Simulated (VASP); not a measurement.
# GaS: relaxation of cell and atoms with rev-vdW-DF2

GaS:

```
Ga S
1.0
     3.60471    0.00000    0.00000
    -1.80235    3.12177    0.00000
     0.00000    0.00000   15.54648
Ga S
4 4
Direct
  0.33333 0.66667 0.17112
  0.66667 0.33333 0.67112
  0.33333 0.66667 0.32888
  0.66667 0.33333 0.82888
  0.33333 0.66667 0.60097
  0.66667 0.33333 0.10097
  0.33333 0.66667 0.89903
  0.66667 0.33333 0.39903
```

- Program: VASP 6.6.1
- Task: relaxation of cell and atoms
- Functional: rev-vdW-DF2
- Potentials or basis: VASP PAW PBE potentials, release 64 (Ga_d, S)
- Cutoff: 600 eV
- k mesh: 9 × 9 × 2
- Occupations: gaussian, width 0.03 eV
- Spin: no spin polarisation
- Further INCAR settings: ALGO = Normal; EDIFF = 1e-07; IBRION = 2; EDIFFG = -0.005; NSW = 90; ISIF = 3

* Relaxed volume: 21.85 Å³/atom
* Relaxed cell: a = 3.603 Å, b = 3.603 Å, c = 15.547 Å, α = 90.00°, β = 90.00°, γ = 120.00°
* Space group after relaxing (to 0.05 Å): P6_3/mmc (No. 194)
* Energy gained by relaxing: 0.0 meV/atom
* Ionic steps: 5
* Pressure after relaxing: 0.0 GPa
* Largest force after relaxing: 0.005 eV/Å
* Band gap on the k mesh: 1.53 eV, direct

Forces on the atoms (eV/Å):
```
Ga   0.000  0.000  0.005
Ga   0.000  0.000  0.005
Ga   0.000  0.000 -0.005
Ga   0.000  0.000 -0.005
S    0.000  0.000 -0.003
S    0.000  0.000 -0.003
S    0.000  0.000  0.003
S    0.000  0.000  0.003
```

Final structure:
```
Ga S
1.0
     3.60327    0.00000    0.00000
    -1.80163    3.12052    0.00000
     0.00000    0.00000   15.54735
Ga S
4 4
Direct
  0.33333 0.66667 0.17110
  0.66667 0.33333 0.67110
  0.33333 0.66667 0.32890
  0.66667 0.33333 0.82890
  0.33333 0.66667 0.60098
  0.66667 0.33333 0.10098
  0.33333 0.66667 0.89902
  0.66667 0.33333 0.39902
```

Levels at points of the mesh, in eV from the valence-band top:
| k point | band 36 | band 37 | band 38 | band 39 | band 40 | band 41 |
| --- | --- | --- | --- | --- | --- | --- |
| (0.00, 0.00, 0.00) | -1.38 | -1.38 | 0.00 | 1.53 | 2.25 | 2.80 |
| (0.00, 0.00, 0.50) | -1.41 | -0.73 | -0.73 | 1.98 | 1.98 | 2.88 |

Run time: 7.9 min on 2 MPI ranks on AMD EPYC 9R45 (Zen 5), on a shared host, peak memory 0.95 GiB a rank.

Caveat: the PAW data sets were made with another functional, which shifts forces and pressure a little; an odd mesh through Γ misses points on the zone boundary, where band edges often lie.
